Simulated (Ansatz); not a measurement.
**SnO$_{2}$: enthalpy under pressure, worked through**

Method: Ansatz, DFT r2SCAN, scalar-relativistic, plane waves, PAW. Settings: 500 eV cutoff, 6×6×6 k-mesh, Gaussian smearing of 0.02 eV, no spin polarisation.

Reference structure (relaxed):

```
Sn O
1.0
     4.73226    0.00000    0.00000
     0.00000    5.74336    0.00000
     0.00000    0.00000    5.23811
Sn O
4 8
Direct
  0.50000 0.66519 0.75000
  0.00000 0.83481 0.25000
  0.50000 0.33481 0.25000
  0.00000 0.16519 0.75000
  0.72980 0.60762 0.07888
  0.22980 0.89238 0.92112
  0.77020 0.89238 0.57888
  0.27020 0.60762 0.42112
  0.72980 0.39238 0.57888
  0.22980 0.10762 0.42112
  0.77020 0.10762 0.07888
  0.27020 0.39238 0.92112
```

Cell and atoms were relaxed at each target pressure within the start's symmetry (Pbcn), at zero temperature; other phases can be more stable under pressure. H = E + PV with P the target; E is the free energy at the smearing used, whose derivative the pressure is, per atom and counted from zero pressure.

| P (GPa) | V (Å³/atom) | E − E0 (meV) | H − H0 (meV) |
| --- | --- | --- | --- |
| 0 | 11.864 | 0.0 | 0.0 |
| 2 | 11.749 | 0.7 | 147.4 |
| 5 | 11.586 | 4.2 | 365.8 |
| 10 | 11.337 | 15.8 | 723.4 |
| 20 | 10.900 | 56.3 | 1416.9 |

Thermodynamics gives dH/dP = V along a relaxed path. Integrate V over P by the trapezoid rule and compare with the computed enthalpies.

With 1 eV/Å³ = 160.22 GPa, each step adds the mean volume times ΔP / 160.22:
```json
{"P (GPa)": "2", "∫V dP (meV)": "147.4", "H − H0 (meV)": "147.4", "difference (meV)": "0.0"}
{"P (GPa)": "5", "∫V dP (meV)": "365.8", "H − H0 (meV)": "365.8", "difference (meV)": "0.0"}
{"P (GPa)": "10", "∫V dP (meV)": "723.5", "H − H0 (meV)": "723.4", "difference (meV)": "0.1"}
{"P (GPa)": "20", "∫V dP (meV)": "1417.5", "H − H0 (meV)": "1416.9", "difference (meV)": "0.5"}
```

V(P) curves upward, so the trapezoid rule runs high; integrating a smooth curve through the same points (P as a polynomial of degree 4 in ln V) puts that excess at about 0.4 meV at 20 GPa, against the 0.5 meV found.

At 20 GPa, how much of the enthalpy change is stored energy and how much is the PV term?

E rises by 56 meV/atom and PV is 20 × 10.900 / 160.22 = 1361 meV/atom, so PV makes 96 % of ΔH. So between rival structures at high pressure a small difference in volume can outweigh the difference in energy: 1 % of this volume is worth 13.6 meV/atom at this pressure.

What bulk modulus do the lowest pressures give, and how is the compression shared among the axes?

From the pressures that the runs reached, -1.99 GPa (11.986 Å³) and 2.00 GPa (11.749 Å³), B = −ΔP/Δln V = 3.99 / 0.0199 = 200 GPa, a mean over that range. The linear compressibilities −Δln(length)/ΔP are 1.74 along a, 1.72 along b, 1.53 along c (in TPa⁻¹). With fixed angles they add up to 1/B: 4.99 against 5.00. Softest: a, at 35 % of the volume change per axis.

The gap is 1.951 eV at -1.99 GPa and 2.183 eV at 2.00 GPa. What pressure coefficient and volume deformation potential follow?

dE_g/dP = 58.3 meV/GPa, and a_V = dE_g/d ln V = −B dE_g/dP = -11.68 eV. A gap that opens under pressure, with a_V of several eV below zero, is what an s-like antibonding conduction edge gives, since compression pushes it up. If the edges move to other points of the zone within the range, this is a mean of two slopes. Gaps are generalised Kohn–Sham gaps over the whole zone.

This form isn't the usual stable structure of the compound.